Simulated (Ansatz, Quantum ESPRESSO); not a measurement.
# Equation of state of zinc blende BAs

How stiff is zinc blende BAs under hydrostatic load? Each row relaxes cell and atoms at a set pressure. The phase is followed to these pressures whether or not it stays the stable one.

Calculated with Quantum ESPRESSO 7.5, PBEsol, GBRV 1.5 ultrasoft potentials, cutoff 680 eV, Fermi–Dirac smearing 0.02 eV, k-mesh 10×10×10, no spin polarisation, no spin-orbit coupling.

Reference cell, relaxed at zero pressure with PBEsol (F-43m): a = 3.3798 Å, b = 3.3798 Å, c = 3.3798 Å, α = 60.00°, β = 60.00°, γ = 60.00°.

```csv
atom,x,y,z
As,0.7500,0.7500,0.7500
B,0.0000,0.0000,0.0000
```

| V (Å³/atom) | V/V0 | P (GPa) | E − E0 (meV/atom) |
| --- | --- | --- | --- |
| 14.0691 | 1.0307 | −4.008 | 5.2 |
| 13.2040 | 0.9673 | 5.012 | 7.0 |
| 12.8225 | 0.9393 | 10.021 | 25.0 |
| 12.1926 | 0.8932 | 20.044 | 83.7 |
| 11.6846 | 0.8560 | 30.069 | 163.0 |

V0 = 13.6504 Å³ an atom, where the residual pressure P0 is −0.008 GPa. **Question.** Fit the Birch–Murnaghan law and give the pressure and the energy at V = 12.4889 Å³ an atom, a row left out above.

With the Eulerian strain f = ½[(V0/V)^(2/3) − 1] and F = (P − P0)/[3f(1 + 2f)^(5/2)], the third-order law is the line F = B0 + (3/2) B0 (B′ − 4) f.

| f | F (GPa) |
| --- | --- |
| 0.05461 | 141.66 |
| 0.03910 | 141.62 |
| 0.02130 | 141.43 |
| 0.01121 | 141.27 |
| −0.00997 | 140.64 |

A straight line through the 5 rows: the means are 0.02325 for f and 141.32 for F, Σ(Δx)² = 0.002487 and ΣΔxΔy = 0.03839, so the slope is 0.03839/0.002487 = 15.438 and the intercept 141.32 − (15.438)(0.02325) = 140.97.

Hence B0 = 141.0 GPa and B′ = 4 + (15.4)/(1.5 × 141.0) = 4.07. For the withheld volume f = 0.03054, F = 141.44 GPa and P = 15.02 GPa. The run itself gives 15.03 GPa, so the estimate misses by 0.01 GPa, a rounding's worth.

Integrating the same law gives E − E0 = (9/2) B0 V0 f²[1 + (B′ − 4) f] + P0(V0 − V), with 1 GPa Å³ = 6.2415 meV: 50.5 meV an atom. The run itself gives 51.2 meV, so the estimate misses by 0.7 meV; the fitted rows themselves lie up to 1.3 meV off the law.

The same fit over all rows at other levels or in other programs gives B0 = 140 GPa with PBEsol (Ansatz).

The calculation is for a static lattice, while measurements hold thermal and zero-point motion.

[Logs are printed without paths, hosts, clocks, repeated set-up lines and the standing remarks that a program may print on its own settings, such as how far it seeks lower states.]
